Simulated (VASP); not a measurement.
# Cu3N (Pm-3m) in VASP: a series of runs

The runs below take Cu3N through density of states, electric field gradients, with PBE.

Everything below comes from runs of VASP 6.6.1. Logs are shortened: lines on timing, memory, paths and dates and some standing lists are left out, and cuts for length are marked.

### 1 The crystal as given

It takes space group Pm-3m (No. 221, cubic). Conventional cell: a = 3.814 Å, b = 3.814 Å, c = 3.814 Å, α = 90.00°, β = 90.00°, γ = 90.00°. Around Cu (site symmetry 4/mmm) lie 2 N at 1.91 Å. N (site symmetry m-3m) is surrounded by 6 Cu at 1.91 Å.

### 2 Density of states, PBE

POSCAR reads:

```
Cu3N
1.0
    3.8140000000      0.0000000000      0.0000000000
    0.0000000000      3.8140000000      0.0000000000
    0.0000000000      0.0000000000      3.8140000000
Cu N
3 1
Direct
    0.5000000000      0.0000000000      0.0000000000
    0.0000000000      0.5000000000      0.0000000000
    0.0000000000      0.0000000000      0.5000000000
    0.0000000000      0.0000000000      0.0000000000
```

INCAR.step1 reads:

```
ALGO = Normal
EDIFF = 1E-6
ENCUT = 520
GGA = PE
ISIF = 2
ISMEAR = -1
LASPH = T
LCHARG = T
LMAXMIX = 4
LREAL = F
LWAVE = F
NBANDS = 27
NELM = 100
PREC = Accurate
SIGMA = 0.08
```

KPOINTS.step1 reads:

```
k-points
0
Gamma
  10 10 10
```

INCAR.step2 reads:

```
ALGO = Normal
EDIFF = 1E-6
ENCUT = 520
GGA = PE
ICHARG = 11
ISIF = 2
ISMEAR = -5
LASPH = T
LCHARG = F
LMAXMIX = 4
LORBIT = 10
LREAL = F
LWAVE = F
NEDOS = 2001
NELM = 100
PREC = Accurate
SIGMA = 0.08
```

KPOINTS.step2 reads:

```
k-points
0
Gamma
  15 15 15
```

Potentials or basis: VASP PAW PBE potentials, release 64 (Cu, N).

The run is started by

```
> cat potpaw_PBE.64/Cu/POTCAR potpaw_PBE.64/N/POTCAR > POTCAR
> cp INCAR.step1 INCAR
> cp KPOINTS.step1 KPOINTS
> mpirun -np 1 vasp_std > vasp.out
> cp INCAR.step2 INCAR
> cp KPOINTS.step2 KPOINTS
> mpirun -np 1 vasp_std > vasp.out
```

OUTCAR:

```text
EDIFF = 1E-6
   ENCUT = 520
   GGA = PE
   ICHARG = 11
   ISIF = 2
   ISMEAR = -5
   LASPH = T
   LORBIT = 10
   LREAL = F
   NELM = 100
   PREC = Accurate

 ion  position               nearest neighbor table
   1  0.500  0.000  0.000-   4 1.91   4 1.91   2 2.70   3 2.70   2 2.70   2 2.70   3 2.70   3 2.70
                             3 2.70   2 2.70
   2  0.000  0.500  0.000-   4 1.91   4 1.91   1 2.70   3 2.70   1 2.70   3 2.70   3 2.70   3 2.70
                             1 2.70   1 2.70
   3  0.000  0.000  0.500-   4 1.91   4 1.91   1 2.70   1 2.70   2 2.70   2 2.70   2 2.70   2 2.70
                             1 2.70   1 2.70
   4  0.000  0.000  0.000-   1 1.91   2 1.91   3 1.91   3 1.91   2 1.91   1 1.91

  LATTYP: Found a simple cubic cell.
 ALAT       =     3.8140000000

  Lattice vectors:

 A1 = (   3.8140000000,   0.0000000000,   0.0000000000)
 A2 = (   0.0000000000,   3.8140000000,   0.0000000000)
 A3 = (   0.0000000000,   0.0000000000,   3.8140000000)

Analysis of symmetry for initial positions (statically):
=====================================================================
 Subroutine PRICEL returns:
 Original cell was already a primitive cell.

 Routine SETGRP: Setting up the symmetry group for a
 simple cubic supercell.

 Subroutine GETGRP returns: Found 48 space group operations
 (whereof 48 operations were pure point group operations)
 out of a pool of 48 trial point group operations.

The static configuration has the point symmetry O_h .

Analysis of symmetry for dynamics (positions and initial velocities):
=====================================================================
 Subroutine PRICEL returns:
 Original cell was already a primitive cell.

 Routine SETGRP: Setting up the symmetry group for a
 simple cubic supercell.

 Subroutine GETGRP returns: Found 48 space group operations
 (whereof 48 operations were pure point group operations)
 out of a pool of 48 trial point group operations.

The dynamic configuration has the point symmetry O_h .

 Subroutine INISYM returns: Found 48 space group operations
 (whereof 48 operations are pure point group operations),
 and found     1 'primitive' translations

----------------------------------------------------------------------------------------

                                     Primitive cell

  volume of cell :      55.4807

  direct lattice vectors                    reciprocal lattice vectors
     3.814000000  0.000000000  0.000000000     0.262191924  0.000000000  0.000000000
     0.000000000  3.814000000  0.000000000     0.000000000  0.262191924  0.000000000
     0.000000000  0.000000000  3.814000000     0.000000000  0.000000000  0.262191924

  length of vectors
     3.814000000  3.814000000  3.814000000     0.262191924  0.262191924  0.262191924

  position of ions in fractional coordinates (direct lattice)
     0.500000000  0.000000000  0.000000000
     0.000000000  0.500000000  0.000000000
     0.000000000  0.000000000  0.500000000
     0.000000000  0.000000000  0.000000000

  ion indices of the primitive-cell ions
   primitive index   ion index
                 1           1
                 2           2
                 3           3
                 4           4

----------------------------------------------------------------------------------------

 KPOINTS: k-points

Automatic generation of k-mesh.
 Grid dimensions read from file:
 generate k-points for:   15   15   15

 Generating k-lattice:

  Cartesian coordinates                     Fractional coordinates (reciprocal lattice)
     0.017479462  0.000000000  0.000000000     0.066666667  0.000000000  0.000000000
     0.000000000  0.017479462  0.000000000     0.000000000  0.066666667  0.000000000
     0.000000000  0.000000000  0.017479462     0.000000000  0.000000000  0.066666667

  Length of vectors
     0.017479462  0.017479462  0.017479462

  Shift w.r.t. Gamma in fractional coordinates (k-lattice)
     0.000000000  0.000000000  0.000000000

 TETIRR: Found   1667 inequivalent tetrahedra from    20250

 Subroutine IBZKPT returns following result:
 ===========================================

 Found    120 irreducible k-points:

 Following reciprocal coordinates:
            Coordinates               Weight
  0.000000  0.000000  0.000000      1.000000
  0.066667  0.000000  0.000000      6.000000
  0.133333  0.000000  0.000000      6.000000
  0.200000  0.000000  0.000000      6.000000
  0.266667  0.000000  0.000000      6.000000
  0.333333  0.000000  0.000000      6.000000
[... 16 lines left out ...]
  0.266667  0.200000  0.000000     24.000000
  0.333333  0.200000  0.000000     24.000000
 [... further k-points ...]
   k-points           NKPTS =    120   k-points in BZ     NKDIM =    120   number of bands    NBANDS=     23
   number of dos      NEDOS =   2001   number of ions     NIONS =      4
   total plane-waves  NPLWV =  21952
   dimension x,y,z NGX =    28 NGY =   28 NGZ =   28
   dimension x,y,z NGXF=    56 NGYF=   56 NGZF=   56
   ions per type =               3   1
   NGX,Y,Z   is equivalent  to a cutoff of  12.20, 12.20, 12.20 a.u.
   NGXF,Y,Z  is equivalent  to a cutoff of  24.41, 24.41, 24.41 a.u.
 SYSTEM =  unknown system
   PREC   = accura    normal or accurate (medium, high low for compatibility)
   ISTART =      0    job   : 0-new  1-cont  2-samecut
   ICHARG =     11    charge: 1-file 2-atom 10-const
   ISPIN  =      1    spin polarized calculation?
   LNONCOLLINEAR =      F non collinear calculations
   LSORBIT =      F    spin-orbit coupling
   LASPH  =      T    aspherical Exc in radial PAW
   ENCUT  =  520.0 eV  38.22 Ry    6.18 a.u.   7.09  7.09  7.09*2*pi/ulx,y,z
   NELM   =    100;   NELMIN=  2; NELMDL=  0     # of ELM steps
   EDIFF  = 0.1E-05   stopping-criterion for ELM
   LREAL  =      F    real-space projection
   EDIFFG = 0.1E-04   stopping-criterion for IOM
   NSW    =      0    number of steps for IOM
   IBRION =     -1    ionic relax: 0-MD 1-quasi-New 2-CG
   NFREE  =      0    steps in history (QN), initial steepest desc. (CG)
   ISIF   =      2    stress and relaxation
   ISYM   =      2    0-nonsym 1-usesym 2-fastsym
   POTIM  = 0.5000    time-step for ionic-motion
   TEBEG  =    0.0;   TEEND  =   0.0 temperature during run
   PSTRESS=    0.0 pullay stress
   NELECT =      38.0000    total number of electrons
   NUPDOWN=      -1.0000    fix difference up-down
   EMIN   =  10.00;   EMAX   =-10.00  energy-range for DOS
   EFERMI =   0.00;   METHOD = LEGACY
   ISMEAR =    -5;   SIGMA  =   0.08  broadening in eV -4-tet -1-fermi 0-gaus
   EFERMI_NEDOS =   21; number of points for ismear=-14 and -15
   IALGO  =     38    algorithm
   IMIX   =      4    mixing-type and parameters
     AMIX     =   0.40;   BMIX     =  1.00
     AMIX_MAG =   1.60;   BMIX_MAG =  1.00
  volume/ion in A,a.u.               =      13.87        93.60
  Fermi-wavevector in a.u.,A,eV,Ry     =   1.443074  2.727015 28.333633  2.082463
  Thomas-Fermi vector in A             =   2.561523
   LORBIT       =     10    0 simple, 1 ext, 2 COOP (PROOUT), +10 PAW based schemes
   GGA     = PE    functional components
   LHFCALC =     F    Hartree Fock is set to
   AEXX    =    0.0000 exact exchange contribution
   IVDW    =     0    specifies the selected vdW correction
   LEPSILON=     F    determine dielectric tensor
   LRPA    =     F    only Hartree local field effects (RPA)
 non-spin polarized calculation
 Fermi weights with tetrahedron method with Bloechl corrections
  energy-cutoff  :      520.00
  volume of cell :       55.48
 maximum number of plane-waves:      1508

 number of electron      37.9999898 magnetization

 Free energy of the ion-electron system (eV)
  ---------------------------------------------------
  ext. energy  EPLUGINS =         0.00000000
  ---------------------------------------------------
  free energy    TOTEN  =       -18.38585004 eV

  energy without entropy =      -18.38585004  energy(sigma->0) =      -18.38585004

 E-fermi :   4.8525     XC(G=0): -10.7915

 val. band max:        4.8454806967   @ k =   0.4667   0.4667   0.4000
 cond. band min:       5.2702568975   @ k =   0.4667   0.4667   0.0000
 fundamental gap:      0.4247762008
 Fermi energy:         4.8524853408

 k-point     1 :       0.0000    0.0000    0.0000
  band No.  band energies     occupation
      1     -11.9069      2.00000
      2      -0.3189      2.00000
      3       0.1530      2.00000
      4       0.1530      2.00000
      5       0.1530      2.00000
      6       1.0604      2.00000
[... 15 lines left out ...]
     22      10.2050      0.00000
     23      11.5242      0.00000

 k-point     2 :       0.0667    0.0000    0.0000
  band No.  band energies     occupation
      1     -11.8903      2.00000
      2      -0.3608      2.00000
      3       0.0492      2.00000
      4       0.0979      2.00000
      5       0.0979      2.00000
      6       1.0651      2.00000
[... 15 lines left out ...]
     22      10.2318      0.00000
     23      11.5519      0.00000

 k-point     3 :       0.1333    0.0000    0.0000
  band No.  band energies     occupation
      1     -11.8430      2.00000
      2      -0.6484      2.00000
      3      -0.0313      2.00000
      4      -0.0313      2.00000
      5       0.0039      2.00000
      6       1.0786      2.00000
[... 15 lines left out ...]
     22      10.3132      0.00000
     23      11.6082      0.00000

 k-point     4 :       0.2000    0.0000    0.0000
  band No.  band energies     occupation
      1     -11.7713      2.00000
      2      -1.1324      2.00000
      3      -0.1812      2.00000
      4      -0.1812      2.00000
      5       0.1241      2.00000
      6       1.0989      2.00000
[... 15 lines left out ...]
     22      10.4523      0.00000
     23      11.7042      0.00000

 k-point     5 :       0.2667    0.0000    0.0000
  band No.  band energies     occupation
      1     -11.6860      2.00000
      2      -1.6286      2.00000
      3      -0.3210      2.00000
      4      -0.3210      2.00000
      5       0.3206      2.00000
      6       1.1230      2.00000
[... 15 lines left out ...]
     22      10.6536      0.00000
     23      11.8222      0.00000

 k-point     6 :       0.3333    0.0000    0.0000
  band No.  band energies     occupation
      1     -11.6010      2.00000
      2      -2.0550      2.00000
      3      -0.4351      2.00000
      4      -0.4351      2.00000
      5       0.5599      2.00000
      6       1.1469      2.00000
[... 15 lines left out ...]
     22      10.9215      0.00000
     23      11.9461      0.00000

 k-point     7 :       0.4000    0.0000    0.0000
  band No.  band energies     occupation
      1     -11.5322      2.00000
      2      -2.3646      2.00000
      3      -0.5148      2.00000
      4      -0.5148      2.00000
      5       0.8115      2.00000
      6       1.1662      2.00000
[... 353 lines left out ...]
     22      10.2514      0.00000
     23      11.7459      0.00000

 k-point    21 :       0.4667    0.1333    0.0000
  band No.  band energies     occupation
      1     -11.4284      2.00000
      2      -2.5447      2.00000
      3      -0.9812      2.00000
      4      -0.6554      2.00000
      5       1.1291      2.00000
      6       1.3043      2.00000
[... 15 lines left out ...]
     22      10.4340      0.00000
     23      11.4515      0.00000

 k-point    22 :       0.2000    0.2000    0.0000
  band No.  band energies     occupation
      1     -11.6351      2.00000
      2      -1.2514      2.00000
      3      -1.1902      2.00000
      4      -0.4291      2.00000
      5       0.4258      2.00000
      6       1.2803      2.00000
[... 15 lines left out ...]
     22       9.3250      0.00000
     23      11.9141      0.00000

 k-point    23 :       0.2667    0.2000    0.0000
  band No.  band energies     occupation
      1     -11.5493      2.00000
      2      -1.6966      2.00000
      3      -1.2766      2.00000
      4      -0.5459      2.00000
      5       0.6098      2.00000
      6       1.3398      2.00000
[... 15 lines left out ...]
     22       9.4285      0.00000
     23      12.0382      0.00000

 k-point    24 :       0.3333    0.2000    0.0000
  band No.  band energies     occupation
      1     -11.4637      2.00000
      2      -2.1064      2.00000
      3      -1.3303      2.00000
      4      -0.6445      2.00000
      5       0.8289      2.00000
      6       1.3842      2.00000
[... 15 lines left out ...]
     22       9.6124      0.00000
     23      11.7793      0.00000

 [... further k-points ...]
[... 5 lines left out ...]
  --------------------------------------------------------------------------------------
  -------------------------------------------------------------------------------------
  Total        0.8103746      0.8103746      0.8103746      0.0000000     -0.0000000      0.0000000
  in kB       23.4020746     23.4020746     23.4020746      0.0000000     -0.0000000      0.0000000
  external PRESSURE =      23.4020746 kB  Pullay stress =       0.0000000 kB

 VOLUME and BASIS-vectors are now :
 -----------------------------------------------------------------------------
  energy-cutoff  :      520.00
  volume of cell :       55.48
      direct lattice vectors                 reciprocal lattice vectors
     3.814000000  0.000000000  0.000000000     0.262191924  0.000000000  0.000000000
     0.000000000  3.814000000  0.000000000     0.000000000  0.262191924  0.000000000
     0.000000000  0.000000000  3.814000000     0.000000000  0.000000000  0.262191924

 POSITION                                       TOTAL-FORCE (eV/Angst)
 -----------------------------------------------------------------------------------
      1.90700      0.00000      0.00000         0.000000      0.000000      0.000000
      0.00000      1.90700      0.00000         0.000000      0.000000      0.000000
      0.00000      0.00000      1.90700         0.000000      0.000000      0.000000
      0.00000      0.00000      0.00000         0.000000      0.000000      0.000000
 -----------------------------------------------------------------------------------
    total drift:                               -0.000000      0.000000     -0.000000

  FREE ENERGIE OF THE ION-ELECTRON SYSTEM (eV)
  ---------------------------------------------------
  free  energy   TOTEN  =       -18.3858500393 eV

  energy  without entropy=      -18.3858500393  energy(sigma->0) =      -18.38585004

 total charge

# of ion       s       p       d       tot
------------------------------------------
    1        0.424   0.380   9.225  10.028
    2        0.424   0.380   9.225  10.028
    3        0.424   0.380   9.225  10.028
    4        1.204   2.520   0.000   3.724
--------------------------------------------------
tot          2.475   3.660  27.674  33.809
```

Run time: 1.9 min. Hardware: 1 thread of Intel Xeon Platinum 8375C at 2.90GHz (Ice Lake), shared host; peak memory 0.24 GiB.

Results:

```yaml
Valence_electrons_inside_the_program's_atomic_spheres: Cu 10.03; N 3.72
```

States per cell in windows of 1 eV (zero at the valence-band top; states under -8 eV left out):
| from (eV) | total | Cu1_d | Cu2_d | Cu3_d | N4_p | Cu1_p | Cu2_p |
| --- | --- | --- | --- | --- | --- | --- | --- |
| -8.0 | 2.17 | 0.20 | 0.20 | 0.20 | 0.67 | 0.03 | 0.03 |
| -7.0 | 2.01 | 0.18 | 0.18 | 0.18 | 0.65 | 0.06 | 0.06 |
| -6.0 | 1.77 | 0.15 | 0.15 | 0.15 | 0.60 | 0.09 | 0.09 |
| -5.0 | 0.52 | 0.08 | 0.08 | 0.08 | 0.04 | 0.01 | 0.01 |
| -4.0 | 8.20 | 2.25 | 2.25 | 2.25 | 0.07 | 0.04 | 0.04 |
| -3.0 | 14.53 | 4.50 | 4.50 | 4.50 | 0.04 | 0.04 | 0.04 |
| -2.0 | 5.01 | 1.44 | 1.44 | 1.44 | 0.21 | 0.04 | 0.04 |
| -1.0 | 1.96 | 0.45 | 0.45 | 0.45 | 0.24 | 0.03 | 0.03 |
| 0.0 | 0.13 | 0.01 | 0.01 | 0.01 | 0.00 | 0.01 | 0.01 |
| 1.0 | 0.91 | 0.10 | 0.10 | 0.10 | 0.05 | 0.04 | 0.04 |
| 2.0 | 1.53 | 0.15 | 0.15 | 0.15 | 0.18 | 0.06 | 0.06 |
| 3.0 | 1.80 | 0.13 | 0.13 | 0.13 | 0.24 | 0.07 | 0.07 |
| 4.0 | 1.35 | 0.08 | 0.08 | 0.08 | 0.21 | 0.06 | 0.06 |
| 5.0 | 1.20 | 0.04 | 0.04 | 0.04 | 0.09 | 0.06 | 0.06 |
| 6.0 | 1.01 | 0.02 | 0.02 | 0.02 | 0.08 | 0.06 | 0.06 |
| 7.0 | 0.07 | 0.00 | 0.00 | 0.00 | 0.00 | 0.00 | 0.00 |

(Part 1 of 2 ends here.)
